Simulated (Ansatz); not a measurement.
## Point defect: O on a Hf site in HfO$_{2}$

These are results of DFT PBEsol, scalar-relativistic, plane waves, PAW in Ansatz 0.2.0, not measurements. Run with 420 eV cutoff, 2×2×2 k-mesh, shifted by half a step, Gaussian smearing of 0.01 eV, collinear spin in charge +1 alone.

Host crystal, relaxed:

```
CELL_PARAMETERS angstrom
4.83012 0.00000 0.00000
0.00000 4.83012 0.00000
0.00000 0.00000 3.20972
ATOMIC_POSITIONS crystal
Hf 0.00000 0.00000 0.00000
Hf 0.50000 0.50000 0.50000
O 0.19497 0.80503 0.50000
O 0.30503 0.30503 0.00000
O 0.69497 0.69497 0.00000
O 0.80503 0.19497 0.50000
```

Supercell of 48 atoms, rows in host cell vectors: -1 1 2; 1 1 -2; -1 -1 -2. Atoms relax at the host's cell, keeping the symmetry that the supercell leaves at the site. The cell is small, so energies carry finite-size errors of tenths of an eV. The host's Kohn–Sham gap is 3.89 eV. Atoms are taken from and returned to the elements' standard states. Charged cells are corrected for image charges with the computed static dielectric tensor (mean 28.6) and aligned with the host's potential at far atoms (alignment terms reach 1.82 eV). No band-filling term is added, and the Fermi level counts from the host's valence band top.

Spin-orbit coupling is left out, which matters for the bands and energies of heavy elements. Starting moments were lost in some runs.

Defect: O on a Hf site at (0.000, 0.000, 0.000) of the host cell.

Question: What is the formation energy of the neutral defect?

Answer: 18.52 eV.

Question: Does the neutral defect carry a moment, and how do its surroundings relax?

Answer: The neutral run had no spin polarisation, so a moment wasn't tested. The nearest neighbours before are 6 O at 2.08 Å; after relaxation the atoms near the site are 2 O at 2.02 Å, 4 O at 2.05 Å; the largest move is 0.07 Å.

Question: Charges +2, +1, 0 were computed. Which is stable where in the gap?

Answer: Among the charges computed the stable one is 0 at the valence band top and stays so across the gap. In charge +2, +1 the extra carrier would gain by moving to a band edge of the host, so it isn't bound in the gap, though by less than the errors named above. In charge +1 the cell has partly filled bands: a level of the defect may be part filled, the carrier may sit in the host's bands, or levels may cross between the k points, so transitions that involve it are doubtful. Levels between neighbouring charges: (+2/+1) -0.40 eV, (+1/0) -0.13 eV.